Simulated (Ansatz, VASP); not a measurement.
**Ni: VASP beside Ansatz**

```xyz
1
Lattice="-1.3555 1.3555 1.3555 1.3555 -1.3555 1.3555 1.3555 1.3555 -1.3555" Properties=species:S:1:pos:R:3 pbc="T T T"
Ni    0.0000    0.0000    0.0000
```

Change from the starting cell: volume scaled by 0.94.

Alike in both runs: task single point; functional PBE; k mesh 13 × 13 × 13; occupations fermi-dirac, width 0.05 eV; collinear spin.

|  | VASP | Ansatz |
| --- | --- | --- |
| version | VASP 6.6.1 | Ansatz 0.2.0 |
| potentials or method | VASP PAW PBE potentials, release 64 (Ni), cutoff 520 eV | all-electron LAPW, scalar-relativistic |

VASP gave:

```
gap on the k mesh at the Fermi level (eV)                     : none
pressure (GPa)                                                : 23.4
net moment per atom (μB)                                      : 0.50
size of the moment on the site where the two differ most (μB) : 0.50
```

**Question.** Which values does Ansatz return?

**Answer.** gap on the k mesh at the Fermi level (eV): none; pressure (GPa): 23.9; net moment per atom (μB): 0.53; size of the moment on the site where the two differ most (μB): 0.55.

Site moments also hang on the region over which each program counts them. A gap of «none» marks a metal or a gap that the smearing closes. Ansatz ran all-electron here, so the differences hold the error of VASP's frozen core and of both bases.

Caveats: so large a pressure means that the cell lies far from this level's equilibrium, or that cutoff or potentials fall short (VASP).
